## Choosing a plane to cleave

To split a silicon wafer cleanly, a process engineer has to choose the plane in which the crack will run. The crack must pay for two new faces, so a plane with a low surface energy is favoured. That energy can be estimated on paper from the strength of the bulk crystal and a count of broken bonds.

Silicon slabs with 1×1 surface cells, cut from the relaxed bulk (a = 5.470 Å), with 15 Å of vacuum. Ansatz 0.2.0, PBE, plane-wave PAW, scalar-relativistic, no spin polarisation, cutoff 420 eV, Gaussian smearing 0.05 eV. Facets refer to the conventional cubic cell, surface energies are the mean of both faces, and only the atoms are relaxed, with the slab's cell fixed.

```tsv
facet	planes	slab thickness as cut	surface energy unrelaxed (J/m²)	surface energy relaxed (J/m²)	relaxation energy (J/m²)	surface area (Å²)
(1 0 0)	9	10.94 Å	2.157	2.156	-0.001	14.96
(1 0 0)	10	12.31 Å	2.150	2.149	-0.001	14.96
(1 0 0)	11	13.67 Å	2.156	2.155	-0.002	14.96
(1 1 0)	6	9.67 Å	1.828	1.739	-0.089	21.16
(1 1 1)	8	10.26 Å	1.621	1.572	-0.049	12.96
```

Surface energy is the cost of one face per unit area. "Unrelaxed" means that the atoms stay where the cut left them, and "relaxed" that they have then moved to lower the energy. The cost falls from (1 0 0) through (1 1 0) to (1 1 1), both before and after relaxing. The three (1 0 0) rows are the same face on slabs of different thickness, and they agree within 0.01 J/m².

## Counting the broken bonds

Each silicon atom has four bonds, and each bond is shared by two atoms. One bond therefore holds half of the cohesive energy E, the energy per atom needed to take the crystal apart into free atoms. Cutting a bond leaves one dangling bond on each new face, so a dangling bond should cost E/4.

The rest is geometry, with a for the edge of the cubic cell. On (1 0 0) each top atom occupies an area a²/2 and has two dangling bonds, which makes 4/a² of them per unit area. Multiplied by E/4, this gives the rule:

- (1 0 0): E/a²
- (1 1 0): E/a² divided by √2
- (1 1 1): E/a² divided by √3

## Two faces worked by hand

Take E ≈ 4.6 eV, a rough textbook value that is not in the table, and a = 5.47 Å.

- **(1 0 0):** 4.6 / 5.47² = 0.154 eV/Å². One eV/Å² is 16.02 J/m², so the estimate is 2.46 J/m². The unrelaxed calculation gives about 2.15.
- **(1 1 1):** 2.46 / √3 = 1.42 J/m². The unrelaxed calculation gives 1.62.

Neither face was used to set E, so both are fair trials of the rule.

## How good the estimate is

The rule puts the three faces in the right order and comes within 15 % of every unrelaxed value. It does, however, exaggerate the contrast: (1 0 0) should cost 1.73 times as much as (1 1 1), but the computed ratio is 1.33. A single average energy for all three faces would have a largest error of about the same size. What the bond count adds is the order, and a level that comes from the bulk instead of from the surfaces themselves.

## Why the contrast is too strong

Divided by the number of dangling bonds, the computed energies show that these bonds do not all cost the same. One costs about 1.3 eV on (1 1 1), 1.2 eV on (1 1 0) and only 1.0 eV on (1 0 0).

Silane, SiH₄, suggests why. Removing its first hydrogen atom costs more than removing the second, because the SiH₂ that remains can place two electrons in a low-lying orbital of mostly s character. A top atom on (1 0 0) has also lost two bonds and may make part of the same saving, whereas an atom that has lost only one has a single electron of its own left to place. The likeness has its limits, because the computed (1 0 0) slabs are metallic: their electrons do not simply fill a low-lying set of bands and leave the rest empty. Leaving out spin may add to the difference, since it can overstate the cost of the half-filled dangling bonds on the other two faces. The rule's E/4 averages over the loss of all four bonds and misses this difference.

Silane does not explain the difference between (1 1 0) and (1 1 1), because on both faces each top atom has lost just one bond. On (1 1 0) the top atoms are bonded to one another in zigzag chains, and their dangling orbitals can overlap. This may explain why they cost less than on (1 1 1), but the calculation does not isolate the effect.

A single cost per dangling bond, fitted to (1 1 0) and (1 1 1) alone, comes out near 1.25 eV and overestimates (1 0 0) by 24 %, as the output below shows. For a closer estimate, (1 0 0) therefore needs its own value, about 2.0 eV per top atom. That value is read from the (1 0 0) rows, so it is a correction and not a prediction.

## Where the rule stops

The rule describes faces as they are cut. On real (1 0 0) silicon, neighbouring top atoms pair up into dimers, which removes half of the dangling bonds and lowers the energy greatly. The computed cell has only one top atom and forbids this, so the tiny relaxation on (1 0 0) is no sign of a stable face. The other two faces also rearrange in reality, and the rule should not be used to rank annealed surfaces.

For the crack, the count favours (1 1 1), and the calculation agrees. Its unrelaxed advantage over (1 1 0) is only about 11 %, however, and including spin could change the two energies by different amounts. Planes whose bond counts lie closer together than these should not be ranked by the rule.

Germanium has the same structure, so the bond count gives the same order of faces. Its bonds are weaker and longer, which makes E/a² smaller and should lower all three energies.

Numerical output:

```
J/m2 in one eV per square angstrom: 16.02
cost of one dangling bond by the rule, eV: 1.15
cohesive energy over a squared, eV per square angstrom: 0.1537
Rule against the table:
      row  dangling bonds per A2  rule J/m2  miss unrelaxed %  miss relaxed %
  (1 0 0)                 0.1337      2.463              14.2           14.25
  (1 0 0)                 0.1337      2.463             14.57           14.62
  (1 0 0)                 0.1337      2.463             14.25            14.3
  (1 1 0)                0.09452      1.741            -4.732          0.1436
  (1 1 1)                0.07716      1.422             -12.3          -9.562
Cost and relaxation:
      row  eV per dangling bond  relaxation %
  (1 0 0)                 1.007      -0.04636
  (1 0 0)                 1.004      -0.04651
  (1 0 0)                 1.007      -0.09276
  (1 1 0)                 1.207        -4.869
  (1 1 1)                 1.311        -3.023
ratio of (1 0 0) to (1 1 1) by the rule: 1.733
ratio of (1 0 0) to (1 1 1) computed unrelaxed: 1.329
spread of the three (1 0 0) slabs unrelaxed, J/m2: 0.007
one constant energy for all faces, J/m2: 1.868
miss of that constant on (1 0 0), %: -13.3
miss of that constant on (1 1 0), %: 2.176
miss of that constant on (1 1 1), %: 15.22
fit of surface_energy_unrelaxed on 2 rows (atom_bonds < 1.5): coefficient of cut 1.249 +/- 0.051; rms 0.0705, worst (1 1 1) -0.0772, leave-one-out rms 0.144
  rows outside the fit (model, value, miss): (1 0 0) 2.675, 2.157, 0.518; (1 0 0) 2.675, 2.15, 0.525; (1 0 0) 2.675, 2.156, 0.519
excess of that fit on (1 0 0), %: 24.16
computed cost of one (1 0 0) top atom with two dangling bonds, eV: 2.012
```
